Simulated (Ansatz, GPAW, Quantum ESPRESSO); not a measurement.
**One calculation of CoO, 3 ways**

```
CELL_PARAMETERS angstrom
0.00000 2.13150 2.13150
2.13150 0.00000 2.13150
2.13150 2.13150 0.00000
ATOMIC_POSITIONS crystal
Co 0.00000 0.00000 0.00000
O 0.50000 0.50000 0.50000
```

Alike in all runs: task band structure; functional PBE; k mesh 11 × 11 × 11; occupations fermi-dirac, width 0.05 eV; collinear spin, ferromagnetic start; no spin-orbit coupling. The measured crystal is an antiferromagnetic insulator; the state found here is the runs' own. Pressure is positive in compression and, in plane waves, holds the error of the finite cutoff.

```
                            program and potentials  plane-wave cutoff (eV)                                      notes  pressure (GPa)  net moment per atom (μB)
    Ansatz, all-electron LAPW, scalar-relativistic                       -                                          -           -1.92                      1.46
Quantum ESPRESSO, PseudoDojo 0.4.1 SR PBE standard                    1306  11.5 valence electrons an atom on average           -1.98                      1.49
        GPAW, GPAW PAW data sets (gpaw-data 1.2.1)                     800   7.5 valence electrons an atom on average           -1.34                      1.46
```

The pressure spans -1.98 (Quantum ESPRESSO, PseudoDojo 0.4.1 SR PBE standard) to -1.34 GPa (GPAW, GPAW PAW data sets (gpaw-data 1.2.1)), with all-electron results at -1.92. The net moment per atom spans 1.46 (Ansatz, all-electron LAPW, scalar-relativistic) to 1.49 μB (Quantum ESPRESSO, PseudoDojo 0.4.1 SR PBE standard), with all-electron results at 1.46. The state is the one that the start led to, which needn't be the lowest.

Differences between rows come from potentials, basis sets and numerical settings, since the functional is the same but for its coding. Runs on potential files found faulty are left out.

Because the moment is averaged over cobalt and oxygen, 1.46 to 1.49 μB per atom puts each formula unit just below the spin-only value of high-spin Co(II). Exchange splitting thus outweighs the octahedral crystal field, filling the majority d shell and leaving the minority t2g set partly occupied. With cubic symmetry keeping those orbitals degenerate, a semilocal functional has little means of splitting them into filled and empty bands. The slight shortfall from the ionic moment therefore suggests a metallic or nearly half-metallic state.

All three pressures are negative, so this ferromagnetic state would favour a somewhat smaller cell; partly delocalised d electrons probably add to the cohesion. Agreement with the all-electron run depends on the quantity: Quantum ESPRESSO is closer in pressure, GPAW in moment, so neither quantity alone ranks the potentials. The spin moment is also not directly comparable with a measured total moment, since octahedral Co(II) retains a sizeable orbital contribution.
